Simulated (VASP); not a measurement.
A run of VASP 6.6.1:

The input INCAR:

```
SYSTEM = CsI
  PREC = Accurate
  ENCUT = 600
  EDIFF = 1E-6
  ISMEAR = -1
  SIGMA = 0.02
  LREAL = .False.
  LASPH = .True.
  NELM = 100
  ALGO = Fast
  ISIF = 3
  LWAVE = .False.
  LCHARG = .False.
  GGA = PE
  IBRION = 2
  NSW = 80
  EDIFFG = -0.005
```

File KPOINTS:

```
regular mesh
0
Gamma
  6 6 6
  0 0 0
```

POSCAR

```
CsI
1.0
    4.7778286664      0.0000000000      0.0000000000
    0.0000000000      4.7778286664      0.0000000000
    0.0000000000      0.0000000000      4.7778286664
Cs I
1 1
Direct
    0.0000000000      0.0000000000      0.0000000000
    0.5000000000      0.5000000000      0.5000000000
```

Potentials or basis: VASP PAW PBE potentials, release 64 (Cs_sv, I).

Command:

```console
$ cat potpaw_PBE.64/Cs_sv/POTCAR potpaw_PBE.64/I/POTCAR > POTCAR
$ mpirun -np 1 vasp_std > vasp.out
```

Hardware: 1 thread of Intel(R) Xeon(R) Platinum 8488C (Sapphire Rapids), on a shared host.

Problem. How long does it take, and how much memory?

Solution. It took 86 s on 1 thread of Intel(R) Xeon(R) Platinum 8488C (Sapphire Rapids) (shared host), peak memory 0.26 GiB. Counts: scf iterations 41, k points 20, ion steps 3.
